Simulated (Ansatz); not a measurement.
The system is MgF2 (Sellaite).

```
Mg F
1.0
     4.62500    0.00000    0.00000
     0.00000    4.62500    0.00000
     0.00000    0.00000    3.05200
Mg F
2 4
Direct
  0.50000 0.50000 0.50000
  0.00000 0.00000 0.00000
  0.80300 0.19700 0.50000
  0.69700 0.69700 0.00000
  0.19700 0.80300 0.50000
  0.30300 0.30300 0.00000
```

Base run:

| Quantity | Value |
| --- | --- |
| Program | Ansatz 0.2.0 |
| Functional | PBE |
| Potentials or basis | Ansatz PAW |
| Cutoff | 420 eV (not typed: the program's choice for these potentials) |
| k mesh | 6 × 6 × 9 |
| Occupations | fermi-dirac, width 0.05 eV |
| Spin | no spin polarisation |

Its results: band gap on the k mesh 7.13 eV, direct; pressure 4.5 GPa; largest force 0.023 eV/Å.

Problem. The run is repeated on the same cell with these changes: functional from PBE to RPBE. What comes out?

Solution. Band gap on the k mesh 7.44 eV, direct; pressure 9.2 GPa; largest force 0.055 eV/Å.

RPBE binds less tightly than PBE, so the same cell stands under more pressure.

Caveats: the PAW data sets come from PBE, with cores solved anew for the run's functional, which leaves a small shift of forces and pressure (some runs).
